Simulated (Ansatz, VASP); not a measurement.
# One calculation of C, two programs

```
CELL_PARAMETERS angstrom
2.14490 -1.23843 0.00000
2.14490 1.23843 0.00000
-1.39047 0.00000 3.53178
ATOMIC_POSITIONS crystal
C 0.83336 0.83336 0.00009
C 0.16664 0.16664 0.99991
```

This is a stacking variant of graphite.

Alike in both runs: task single point; functional LDA; k mesh 14 × 14 × 8; occupations fermi-dirac, width 0.1 eV; no spin polarisation.

|  | VASP | Ansatz |
| --- | --- | --- |
| version | VASP 6.6.1 | Ansatz 0.2.0 |
| potentials or method | VASP PAW LDA potentials, release 64 (C) | plane waves, PAW |
| plane-wave cutoff (eV) | 520 | 463 |
| valence electrons in the cell | 8 | 8 |

```csv
,VASP,Ansatz,Ansatz less VASP
pressure (GPa),-9.6,-10.3,-0.72
largest component of the traceless stress (GPa),8.42,9.26,+0.838
```
